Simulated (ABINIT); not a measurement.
Crystal: SrCl2.

```
Sr Cl
1.0
     0.00000    3.48835    3.48835
     3.48835    0.00000    3.48835
     3.48835    3.48835    0.00000
Sr Cl
1 2
Direct
  0.00000 0.00000 0.00000
  0.75000 0.75000 0.75000
  0.25000 0.25000 0.25000
```

```yaml
Program: ABINIT 10.8.3 (patched build)
Task: relaxation of cell and atoms
Functional: PBE
Potentials_or_basis: PseudoDojo NC SR PBE v0.4.1 standard
Cutoff: 925 eV
k_mesh: 5 × 5 × 5
Occupations: fermi-dirac, width 0.05 eV
Spin: no spin polarisation
```

At the start: pressure 1.0 GPa; volume 28.30 Å³/atom.

Task: Where does the relaxation end?

Result: Over 4 steps the energy falls by 2.3 meV/atom and the volume is 29.07 Å³/atom (+2.7 %); space group Fm-3m (No. 225, to 0.05 Å).

Step by step:
```tsv
step	energy change (eV)	largest force (eV/Å)	pressure (GPa)	volume (Å³)
1	0.0000	0.0000	0.97	84.90
2	-0.0014	0.0000	0.86	85.15
3	-0.0068	0.0000	0.03	87.14
4	-0.0068	0.0000	0.00	87.22
```

Final structure:
```
Sr Cl
1.0
     0.00000    3.51988    3.51988
     3.51988    0.00000    3.51988
     3.51988    3.51988    0.00000
Sr Cl
1 2
Direct
  0.00000 0.00000 0.00000
  0.75000 0.75000 0.75000
  0.25000 0.25000 0.25000
```
